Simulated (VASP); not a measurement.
Here is a VASP 6.6.1 calculation.

Contents of INCAR:

```
PREC = Accurate ; ENCUT = 520
EDIFF = 1E-7 ; ISMEAR = -1
SIGMA = 0.02 ; LREAL = False
LASPH = True ; NELM = 100
ALGO = Normal ; ISIF = 2
LWAVE = False ; LCHARG = False
GGA = PE ; NBANDS = 20
```

File KPOINTS:

```
regular mesh
0
Gamma
  6 6 6
```

The input POSCAR:

```
SnSe2
1.0
    1.8950116506      1.0940854866      6.0269119705
   -1.8950116506      1.0940854866      6.0269119705
    0.0000000000     -2.1881709732      6.0269119705
Sn Se
1 2
Direct
   -0.0002292479     -0.0002292479     -0.0002292479
    0.4278747020      0.4278747020      0.4278747020
    0.2390212128      0.2390212128      0.2390212128
```

Potentials or basis: VASP PAW PBE potentials, release 64 (Sn_d, Se).

Launch:

```sh
$ cat potpaw_PBE.64/Sn_d/POTCAR potpaw_PBE.64/Se/POTCAR > POTCAR
$ mpirun -np 1 vasp_std > vasp.out
```

Task: Predict the largest force.

Result: 0.325 eV/Å.

Task: What does it give for the pressure?

Result: 2.8 GPa.

Stress tensor (GPa, compression positive):
```
3.23 0.00 0.00
0.00 3.23 0.00
0.00 0.00 1.88
```
